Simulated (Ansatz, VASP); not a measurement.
**Two plane-wave programs on Pd**

Contents of INCAR:

```
PREC = Accurate ; ENCUT = 520
EDIFF = 1E-6 ; ISMEAR = 0
SIGMA = 0.15 ; LREAL = False
LASPH = True ; NELM = 80
ALGO = Normal ; ISIF = 2
LWAVE = False ; LCHARG = False
GGA = PS ; NBANDS = 11
```

KPOINTS

```
regular mesh
0
Gamma
  20 20 20
```

File POSCAR:

```
Pd
1.0
    0.0000000000      1.8476550000      1.8476550000
    1.8476550000      0.0000000000      1.8476550000
    1.8476550000      1.8476550000      0.0000000000
Pd
1
Direct
    0.0000000000      0.0000000000      0.0000000000
```

Input for Ansatz:

```yaml
crystal:
  lattice:
    - [0.0, 1.847655, 1.847655]
    - [1.847655, 0.0, 1.847655]
    - [1.847655, 1.847655, 0.0]
  atoms:
    - { symbol: Pd, position: [0.0, 0.0, 0.0] }
basis:
  ecutwfc: 420
kpoints:
  mp_grid: { grid: [20, 20, 20] }
hamiltonian:
  xc: pbesol
scf:
  occupations: { method: gaussian, width: 0.15 }
output:
  forces: true
  stress: true
  eigenvalues: true
```

Change from the starting cell: strain -0.050 along x and y, -0.050 along z, atoms carried along.

Alike in both runs: task single point; functional PBEsol; k mesh 20 × 20 × 20; occupations gaussian, width 0.15 eV; no spin polarisation.

|  | VASP | Ansatz |
| --- | --- | --- |
| version | VASP 6.6.1 | Ansatz 0.2.0 |
| potentials or method | VASP PAW PBE potentials, release 64 (Pd) | scalar-relativistic, plane waves, PAW |
| plane-wave cutoff (eV) | 520 | 420 |
| valence electrons in the cell | 10 | 18 |

VASP gave:

```
gap on the k mesh at the Fermi level (eV) : none
pressure (GPa)                            : 42.3
```

Q: Estimate Ansatz's values.

A: gap on the k mesh at the Fermi level (eV): none; pressure (GPa): 42.8.

A gap of «none» marks a metal or a gap that the smearing closes. The two sets of potentials don't hold the same shells in valence.

Caveats: so large a pressure means that the cell lies far from this level's equilibrium, or that cutoff or potentials fall short (VASP); the potentials were made for another functional, which shifts forces and pressure (VASP).
